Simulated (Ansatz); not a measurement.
# CO2: the cost of one run

Method: DFT r2SCAN, scalar-relativistic, plane waves, PAW, in Ansatz 0.2.0.

2 further runs of the same task are left out: 2 set aside as unsound or not needed. Runs told in other sessions of the task aren't counted.

## 1. The starting structure

Symmetry: Imma, No. 74, orthorhombic system. The conventional cell has a = 5.247 Å, b = 9.551 Å, c = 8.885 Å, α = 90.00°, β = 90.00°, γ = 90.00°. Around Si (site symmetry m) lie 4 O at 1.60 to 1.61 Å. O (site symmetry mm2) is surrounded by 2 Si at 1.61 Å. O (site symmetry 2) is surrounded by 2 Si at 1.61 Å. Around O (site symmetry 2/m) lie 2 Si at 1.60 Å.

Coordinates:

```
Si O
1.0
    -2.62355    4.77554    4.44230
     2.62355   -4.77554    4.44230
     2.62355    4.77554   -4.44230
Si O
4 8
Direct
  0.92942 0.84483 0.08459
  0.73976 0.15517 0.58459
  0.07058 0.15517 0.91541
  0.26024 0.84483 0.41541
  0.13070 0.88070 0.25000
  0.86930 0.11930 0.75000
  0.79283 0.50000 0.79283
  0.20717 0.00000 0.70717
  0.20717 0.50000 0.20717
  0.79283 0.00000 0.29283
  0.00000 0.00000 0.00000
  0.50000 0.00000 0.50000
```

It goes back to an entry of the Materials Project, which need not be the stable form.

It is the result of an earlier relaxation at this level (volume 18.55 Å³/atom; gap on the mesh: 6.18 eV).

## 2. The substitution Si → C

The start of CO2: fractional positions of relaxed SiO2, cell scaled by 0.911, a guess from tabulated radii.

## 3. Quick check of gap, pressure and forces (CO2)

input.yaml

```yaml
crystal:
  lattice:
    - [-2.3898806764, 4.3502109287, 4.0466516692]
    - [2.3898806764, -4.3502109287, 4.0466516692]
    - [2.3898806764, 4.3502109287, -4.0466516692]
  atoms:
    - { symbol: C, position: [0.9294151599, 0.844827544, 0.0845876159] }
    - { symbol: C, position: [0.739760072, 0.155172456, 0.5845876159] }
    - { symbol: C, position: [0.0705848401, 0.155172456, 0.9154123841] }
    - { symbol: C, position: [0.260239928, 0.844827544, 0.4154123841] }
    - { symbol: O, position: [0.1307005234, 0.8807005234, 0.25] }
    - { symbol: O, position: [0.8692994766, 0.1192994766, 0.75] }
    - { symbol: O, position: [0.7928299686, 0.5, 0.7928299686] }
    - { symbol: O, position: [0.2071700314, 0.0, 0.7071700314] }
    - { symbol: O, position: [0.2071700314, 0.5, 0.2071700314] }
    - { symbol: O, position: [0.7928299686, 0.0, 0.2928299686] }
    - { symbol: O, position: [0.0, 0.0, 0.0] }
    - { symbol: O, position: [0.5, 0.0, 0.5] }
basis:
  ecutwfc: 500
kpoints:
  mp_grid: { grid: [4, 4, 4] }
hamiltonian:
  xc: r2scan
scf:
  occupations: { method: gaussian, width: 0.1 }
output:
  forces: true
  stress: true
  eigenvalues: true
```

Run with:

```bash
$ ansatz run input.yaml --threads 2 --pin off --max-ram 5120MiB --backend cpu --events-out ev --progress --plain --runs-dir out
```

**Question.** How long does this run take on 2 threads of Oxide Virtual Turin-like (Zen 5), shared host, and how much memory does it need?

About 10 s, with a peak of 1 GiB.
